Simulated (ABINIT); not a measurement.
Runs of ABINIT 10.8.3 (patched build) on MnO. The structure is cubic, space group Fm-3m (No. 225). The conventional cell has a = 4.448 Å, b = 4.448 Å, c = 4.448 Å, α = 90.00°, β = 90.00°, γ = 90.00°. Mn (site symmetry m-3m) has 6 O at 2.22 Å as nearest neighbours. O (site symmetry m-3m) has 6 Mn at 2.22 Å as nearest neighbours. The cell is a database's computed one.

```csv
task,level,potentials or basis,U,cell,k mesh,cutoff (eV),bands in the sums,broadening (eV),scissor shift (eV),tensor components,double counting (usepawu),mesh quality,gap on the mesh (eV),pressure (GPa),moment (μB),relaxed volume (Å³/atom)
optical spectrum,PBEsol,PseudoDojo NC SR PBEsol v0.4.1 standard,-,as given,"6 × 6 × 6, with 4 shifts",1143,16,0.05,0,[11],-,not flagged,-,(b),4.81,-
optical spectrum,LDA,PseudoDojo NC SR LDA v0.4.1 standard,-,as given,"6 × 6 × 6, with 4 shifts",1252,16,0.2,0,[11],-,not flagged,-,-17.2,4.59,-
single point,PBE+U,JTH PAW PBE v2.0,"Mn d U = 6.2 eV, J = 0.7 eV",as given,8 × 8 × 8,707,-,-,-,-,4,not flagged,(a),6.8,5.00,-
Hund's J by linear response,LDA+U,JTH PAW LDA v2.0,Mn d U = 4 eV,as given,5 × 5 × 5,707,-,-,-,-,1,coarse,0.25,(c),5.00,-
single point,PBEsol,PseudoDojo NC SR PBEsol v0.4.1 standard,-,as given,8 × 8 × 8,1143,-,-,-,-,-,not flagged,none,-8.4,4.81,-
relaxation of cell and atoms,LDA,PseudoDojo NC SR LDA v0.4.1 standard,-,relaxed,8 × 8 × 8,1306,-,-,-,-,-,not flagged,none,0.0,3.99,9.31
relaxation of cell and atoms,LDA,JTH PAW LDA v2.0,-,relaxed,8 × 8 × 8,707,-,-,-,-,-,not flagged,none,0.0,3.93,(d)
single point,LDA,PseudoDojo NC SR LDA v0.4.1 standard,-,as given,8 × 8 × 8,1252,-,-,-,-,-,not flagged,none,-16.2,4.65,-
```

Alike in all rows: spin collinear, ferromagnetic start; smearing fermi-dirac 0.05 eV.

Task: Fill in the values left out.

Result: (a) 0.71; (b) -8.2; (c) -5.3; (d) 9.33.

Caveats: some runs use coarse meshes; a cell with one magnetic atom can't hold antiferromagnetic order, which such compounds often take; semilocal functionals often make such compounds metallic where correlation or magnetic order opens a gap, which also shifts bond lengths (some runs); the intraband (Drude) term is left out (some runs); spectra need much finer meshes, so this one isn't converged (some runs); so large a pressure means that the cell lies far from this level's equilibrium, or that cutoff or potentials fall short (some runs); the volume moved by over 15 % at a fixed basis, so the end points are rough (some runs); the shifted atom has its images in every cell, so this scalar value isn't converged in cell size and belongs to these projectors alone (some runs).

A k mesh can miss the band edges.

A gap of «none» marks a metal or a gap under the smearing width.

Not every run made on this cell is shown here.
